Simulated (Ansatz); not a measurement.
## HfSiO4 — ¹⁷⁷Hf nuclear quadrupole resonance

Cell: an entry of the Crystallography Open Database (COD), its atoms then relaxed with PBE in this cell.

```cif
data_HfSiO4
_symmetry_space_group_name_H-M 'I4_1/amd:1'
_symmetry_Int_Tables_number 141
_cell_length_a 6.5725
_cell_length_b 6.5725
_cell_length_c 5.9632
_cell_angle_alpha 90.000
_cell_angle_beta 90.000
_cell_angle_gamma 90.000
loop_
_atom_site_label
_atom_site_type_symbol
_atom_site_symmetry_multiplicity
_atom_site_Wyckoff_symbol
_atom_site_fract_x
_atom_site_fract_y
_atom_site_fract_z
Hf Hf 4 a 0.0000 0.5000 0.2500
Si Si 4 b 0.5000 0.0000 0.2500
O O 16 h 0.5000 0.3147 0.8193
```

One atom of each set is listed; the run and its k-mesh use a cell of 12 atoms with edges of 5.52, 5.52, 5.52 Å.

The numbers come from a DFT calculation in Ansatz (PBE, plane waves and PAW, scalar-relativistic, 420 eV cutoff, Γ-centred 7×7×7 k-points, Fermi–Dirac smearing 0.02 eV).

¹⁷⁷Hf: I = 7/2, Q = 3365 mb (year-2017 value). Static lattice, zero field.

Question: The simulated lines lie at 83.1, 166.1, 249.2 MHz. What are |C_Q|, η and |V_zz| at Hf?

Answer: For I = 7/2 and η = 0 the lines are |C_Q|/14 times 1, 2 and 3; η shifts the lowest up most. Here |C_Q| = 1163 MHz, η = 0.00 and |V_zz| = 14.29 × 10²¹ V/m². The calculation gives V_zz positive; the lines don't show the sign. The site has 8 O at 2.11–2.26 Å.

An axis of threefold or higher order runs through Hf, so V_zz lies along it and η is zero.

At this cell the PBE pressure is 7 GPa, so with PBE the cell would grow if it were relaxed. Without spin–orbit coupling the gradients at and beside Hf can be off by some per cent, at some sites by more.
